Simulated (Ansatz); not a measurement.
Consider NaF in the rock salt structure (space group Fm-3m, No. 225).

```cif
data_F4Na4
_chemical_formula_sum 'F4 Na4'
_space_group_name_H-M_alt 'Fm-3m'
_space_group_IT_number 225
_space_group_name_Hall '-F 4 2 3'
_cell_length_a 4.70157
_cell_length_b 4.70157
_cell_length_c 4.70157
_cell_angle_alpha 90.000
_cell_angle_beta 90.000
_cell_angle_gamma 90.000
loop_
_atom_site_label
_atom_site_type_symbol
_atom_site_symmetry_multiplicity
_atom_site_Wyckoff_symbol
_atom_site_fract_x
_atom_site_fract_y
_atom_site_fract_z
_atom_site_occupancy
F1 F 4 a 0.00000 0.00000 0.00000 1
Na1 Na 4 b 0.50000 0.50000 0.50000 1
```
(The calculation used a cell of 2 atoms; values per cell refer to that cell.)

All numbers come from PBE (Ansatz, a first-principles code), scalar-relativistic without spin-orbit coupling.

Modification: Cl takes the place of F on all its sites, then cell and atoms are relaxed.

Measured band gap: NaF 11.7 eV (temperature not stated; as listed in David Koller, Peter Blaha, Fabien Tran, Journal of Physics Condensed Matter (2013)); NaCl 8.97 eV (0 K or low temperature; as listed in Wei Chen et al., Physical Review Materials (2018)).

Measured lattice parameter a: NaF 4.582 Å (static lattice; corrected from measurement; as listed in Daniel Mejia-Rodriguez, S. B. Trickey, Phys. Rev. B (2018)); NaCl 5.569 Å (static lattice; corrected from measurement; as listed in Daniel Mejia-Rodriguez, S. B. Trickey, Phys. Rev. B (2018)).

**Question.** How well does PBE reproduce the measured shift?

**Answer.** With PBE the band gap moves by -1.09 eV (6.09 → 4.99) against -2.73 eV measured; the lattice parameter a moves by +0.995 Å (4.702 → 5.696) against +0.987 Å measured.

Whether these cells are dynamically stable was not tested.
